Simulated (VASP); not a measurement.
Crystal: ZnS (Wurtzite-2H).

```
CELL_PARAMETERS angstrom
3.81100 0.00000 0.00000
-1.90550 3.30042 0.00000
0.00000 0.00000 6.23400
ATOMIC_POSITIONS crystal
Zn 0.66667 0.33333 0.50000
Zn 0.33333 0.66667 0.00000
S 0.66667 0.33333 0.88500
S 0.33333 0.66667 0.38500
```

```yaml
Program: VASP 6.6.1
Task: relaxation of cell and atoms
Functional: optB88-vdW
Potentials_or_basis: VASP PAW PBE potentials, release 64 (Zn, S)
Cutoff: 600 eV
k_mesh: 8 × 8 × 5
Occupations: fermi-dirac, width 0.05 eV
Spin: no spin polarisation
```

At the start: pressure 2.0 GPa; volume 19.60 Å³/atom.

Task: Where does the relaxation end?

Result: Over 7 steps the energy falls by 8.6 meV/atom and the volume is 20.08 Å³/atom (+2.4 %); space group P6_3mc (No. 186, to 0.05 Å).

Step by step:
| step | energy change (eV) | largest force (eV/Å) | pressure (GPa) | volume (Å³) |
| --- | --- | --- | --- | --- |
| 1 | 0.0000 | 0.3358 | 2.02 | 78.41 |
| 2 | -0.0260 | 0.0980 | -0.74 | 81.24 |
| 3 | -0.0268 | 0.1321 | -0.34 | 80.82 |
| 4 | -0.0306 | 0.0727 | -0.11 | 80.52 |
| 5 | -0.0324 | 0.0089 | 0.15 | 80.22 |
| 6 | -0.0325 | 0.0109 | 0.23 | 80.13 |
| 7 | -0.0342 | 0.0016 | 0.01 | 80.33 |

Final structure:
```
Zn S
1.0
     3.83684    0.00000    0.00000
    -1.91842    3.32280    0.00000
     0.00000    0.00000    6.30075
Zn S
2 2
Direct
  0.66667 0.33333 0.50554
  0.33333 0.66667 0.00554
  0.66667 0.33333 0.87946
  0.33333 0.66667 0.37946
```

Caveat: the PAW data sets were made with another functional, which shifts forces and pressure a little.
